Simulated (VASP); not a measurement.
AlP:

```
Al P
1.0
     0.00000    2.75287    2.75287
     2.75287    0.00000    2.75287
     2.75287    2.75287    0.00000
Al P
1 1
Direct
  0.00000 0.00000 0.00000
  0.25000 0.25000 0.25000
```

The cell is a database's computed one.

Program: VASP 6.6.1. Alike in all runs: task band structure; potentials or basis VASP PAW PBE potentials, release 64 (Al, P); no spin polarisation; cell as given; smearing gaussian 0.02 eV.

Problem. Order these runs on this cell by their band gap on the k mesh, lowest first.
A. level PBE; k mesh 10 × 10 × 10; cutoff (eV) 300
B. level HSE06; k mesh 8 × 8 × 8; cutoff (eV) 450; grid for exact exchange (PRECFOCK) Fast; screening parameter 0.2 1/A
C. level r2SCAN; k mesh 10 × 10 × 10; cutoff (eV) 450
D. level PBE0; k mesh 8 × 8 × 8; cutoff (eV) 450; grid for exact exchange (PRECFOCK) Fast; exchange at q = 0 truncated

Solution. A (1.63 eV), C (1.96 eV), B (2.33 eV), D (2.99 eV).

